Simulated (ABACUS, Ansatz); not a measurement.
Equation of state of CdSe under PBEsol

```xyz
2
Lattice="0.0000 3.0703 3.0703 3.0703 0.0000 3.0703 3.0703 3.0703 0.0000" Properties=species:S:1:pos:R:3 pbc="T T T"
Cd    0.0000    0.0000    0.0000
Se    1.5351    1.5351    1.5351
```

The cell is a database's computed one, not the measured one.

The cell was scaled at fixed shape and fractions and run with Ansatz, Ansatz PAW, cutoff 420 eV; PBEsol, k mesh 8 × 8 × 8 on the cell of 2 atoms, fermi-dirac occupations of 0.05 eV, no spin polarisation, no spin-orbit coupling. The potentials were made for PBE. Energies are those that the program minimises, any entropy of the smearing included.

```csv
V (Å³/atom),energy over the lowest row (meV/atom)
27.2056,4.79
27.7844,0.32
28.3633,0.00
28.9421,3.38
29.5210,10.02
30.0998,?
30.6786,31.76
```

Fit the third-order Birch-Murnaghan form, give V0, B0 and B′, and predict the energy left open.

With y = (V0/V)^(2/3), E = E0 + (9 V0 B0/16) [(y - 1)³ B′ + (y - 1)² (6 - 4y)]. Least squares through the rows shown give V0 = 28.1185 Å³/atom, E0 = -0.34 meV, B0 = 52.07 GPa (1 eV/Å³ = 160.218 GPa) and B′ = 4.70, with a largest miss of 0.01 meV. At V = 30.0998 the form with these constants gives 19.59 meV; the run gave 19.59 meV an atom. Other set-ups at this level, from all their volumes (Å³/atom, GPa): ABACUS, PseudoDojo NC SR 0.4.1 PBEsol standard, plane waves: V0 28.144, B0 52.13; Ansatz, PseudoDojo standard (made for PBE): V0 28.139, B0 52.09; Ansatz, PseudoDojo stringent (made for PBE): V0 28.135, B0 52.09; Ansatz, Ansatz PAW (files of its older set among them) (made for PBE): V0 28.127, B0 52.09.
